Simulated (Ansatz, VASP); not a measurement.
**TiCo in VASP and in Ansatz**

INCAR

```
SYSTEM = TiCo
PREC     = Accurate       ! precision mode
ENCUT    = 520            ! plane-wave cutoff, eV
EDIFF    = 1E-7           ! SCF threshold, eV
ISMEAR   = 0              ! smearing method
SIGMA    = 0.1            ! smearing width, eV
LREAL    = .False.        ! projectors in reciprocal space
LASPH    = .True.         ! aspherical terms in the spheres
NELM     = 150            ! most SCF steps
ALGO     = Fast           ! electronic algorithm
ISIF     = 2              ! what is computed and relaxed
LWAVE    = .False.        ! write WAVECAR
LCHARG   = .False.        ! write CHGCAR
ISPIN    = 2              ! spin polarisation
MAGMOM   = 0 1.07         ! initial moments
LORBIT   = 11             ! projections on sites
LMAXMIX  = 4              ! l up to which the mixer works
GGA      = PS             ! functional
NBANDS   = 22             ! bands
```

Contents of KPOINTS:

```
Automatic mesh
0
Gamma
  18 18 18
  0 0 0
```

POSCAR

```
TiCo
1.0
    2.9852001478      0.0000000000      0.0000000000
    0.0000000000      2.9852001478      0.0000000000
    0.0000000000      0.0000000000      2.9852001478
Ti Co
1 1
Direct
    0.0000000000      0.0000000000      0.0000000000
    0.5000000000      0.5000000000      0.5000000000
```

Input for Ansatz:

```yaml
crystal:
  lattice:
    - [2.9852001478, 0.0, 0.0]
    - [0.0, 2.9852001478, 0.0]
    - [0.0, 0.0, 2.9852001478]
  atoms:
    - { symbol: Ti, position: [0.0, 0.0, 0.0] }
    - { symbol: Co, position: [0.5, 0.5, 0.5], spin: 1.07 }
basis:
  ecutwfc: 420
kpoints:
  mp_grid: { grid: [18, 18, 18] }
  band_path:
    path:
      - [[0.0, 0.0, 0.0], [0.0, 0.5, 0.0], [0.5, 0.5, 0.0], [0.0, 0.0, 0.0], [0.5, 0.5, 0.5], [0.0, 0.5, 0.0]]
      - [[0.5, 0.5, 0.5], [0.5, 0.5, 0.0]]
    npoints: 14
hamiltonian:
  xc: pbesol
scf:
  occupations: { method: gaussian, width: 0.1 }
  n_extra_bands: 6
output:
  forces: true
  stress: true
  eigenvalues: true
  populations: true
  dos: { projected: true, de: 0.02, nscf_kmesh: { grid: [22, 22, 22] } }
  bader: true
  write_density: true
  write_potential: true
  elf: true
  volumetric_format: npy
magnetization:
  spin_polarized: true
```

Alike in both runs: task single point; functional PBEsol; k mesh 18 × 18 × 18; occupations gaussian, width 0.1 eV; collinear spin.

|  | VASP | Ansatz |
| --- | --- | --- |
| version | VASP 6.6.1 | Ansatz 0.2.0 |
| potentials or method | VASP PAW PBE potentials, release 64 (Ti_sv, Co) | scalar-relativistic, plane waves, PAW |
| plane-wave cutoff (eV) | 520 | 420 |
| valence electrons in the cell | 21 | 29 |

|  | VASP | Ansatz | Ansatz less VASP |
| --- | --- | --- | --- |
| gap on the k mesh at the Fermi level (eV) | none | none | - |
| pressure (GPa) | -7.9 | -7.4 | +0.46 |
| net moment per atom (μB) | 0.39 | 0.41 | +0.014 |
| size of the moment on the site where the two differ most (μB) | 0.85 | 0.89 | +0.046 |

Site moments also hang on the region over which each program counts them. A gap of «none» marks a metal or a gap that the smearing closes. The functional is the same, so the differences come from potentials, cutoffs and numerics. The two sets of potentials don't hold the same shells in valence.

Caveats: the PAW data sets were made with another functional, which shifts forces and pressure a little (VASP).
